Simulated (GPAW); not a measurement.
The system is Pd.

```
CELL_PARAMETERS angstrom
0.00000 1.94650 1.94650
1.94650 0.00000 1.94650
1.94650 1.94650 0.00000
ATOMIC_POSITIONS crystal
Pd 0.00000 0.00000 0.00000
```

```yaml
Program: GPAW 26.7.0
Task: relaxation of cell and atoms
Functional: RPBE
Dispersion: D3(BJ)
Potentials_or_basis: the program's PAW data sets (release 1.2.1) made for this functional
Cutoff: 600 eV
Basis: pw
k_mesh: 12 × 12 × 12
Occupations: fermi-dirac, width 0.05 eV
Spin: no spin polarisation
```

At the start: pressure -29.8 GPa; volume 14.75 Å³/atom.

Where does the relaxation end?

Over 4 steps the energy falls by 191.6 meV/atom and the volume is 12.96 Å³/atom (-12.1 %); space group Fm-3m (No. 225, to 0.05 Å).

The path:
```tsv
step	energy change (eV)	largest force (eV/Å)	pressure (GPa)	volume (Å³)
1	0.0000	0.0000	-29.80	14.75
2	-0.1897	0.0000	-3.64	13.11
3	-0.1915	0.0000	0.87	12.93
4	-0.1916	0.0000	-0.01	12.96
```

Final structure:
```
Pd
1.0
     0.00000    1.86448    1.86448
     1.86448    0.00000    1.86448
     1.86448    1.86448    0.00000
Pd
1
Direct
  0.00000 0.00000 0.00000
```

Caveat: later steps reuse the first step's grids; the volume moved by -12 % from the deposited cell, more than functionals usually miss; pairwise dispersion overbinds metals, which lowers pressure and volume.
